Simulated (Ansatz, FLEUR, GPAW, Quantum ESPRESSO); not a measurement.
## Co: programs and potentials compared

```
Co
1.0
     2.47200    0.00000    0.00000
    -1.23600    2.14081    0.00000
     0.00000    0.00000    4.02114
Co
2
Direct
  0.66667 0.33333 0.75000
  0.33333 0.66667 0.25000
```

Alike in all runs: task band structure; functional PBE; k mesh 12 × 12 × 7; occupations fermi-dirac, width 0.05 eV; collinear spin, ferromagnetic start; no spin-orbit coupling. Pressure is positive in compression and, in plane waves, holds the error of the finite cutoff, which Ansatz's Pulay term estimates and takes out.

```
                                program and potentials  plane-wave cutoff (eV)                                                                      notes  pressure (GPa)  net moment per atom (μB)
               Ansatz, PseudoDojo standard (PBE files)                    1306  17 valence electrons an atom on average; Pulay term of +0.08 GPa included            5.20                      1.63
Ansatz, Ansatz PAW (files of its older set among them)                    1000                                    17 valence electrons an atom on average            4.65                      1.61
            GPAW, GPAW PAW data sets (gpaw-data 1.2.1)                     600                                     9 valence electrons an atom on average            4.81                      1.60
                            FLEUR, all-electron, FLAPW                       -                                                                          -               -                      1.61
    Quantum ESPRESSO, PseudoDojo 0.4.1 SR PBE standard                    1306                                    17 valence electrons an atom on average            5.25                      1.63
             Quantum ESPRESSO, SSSP 1.3 efficiency PBE                     748                                    17 valence electrons an atom on average            4.95                      1.65
```

The pressure spans 4.65 (Ansatz, Ansatz PAW (files of its older set among them)) to 5.25 GPa (Quantum ESPRESSO, PseudoDojo 0.4.1 SR PBE standard). The net moment per atom spans 1.60 (GPAW, GPAW PAW data sets (gpaw-data 1.2.1)) to 1.65 μB (Quantum ESPRESSO, SSSP 1.3 efficiency PBE), with all-electron results at 1.61. The state is the one that the start led to, which needn't be the lowest.

Differences between rows come from potentials, basis sets and numerical settings, since the functional is the same but for its coding. Runs on potential files found faulty are left out.
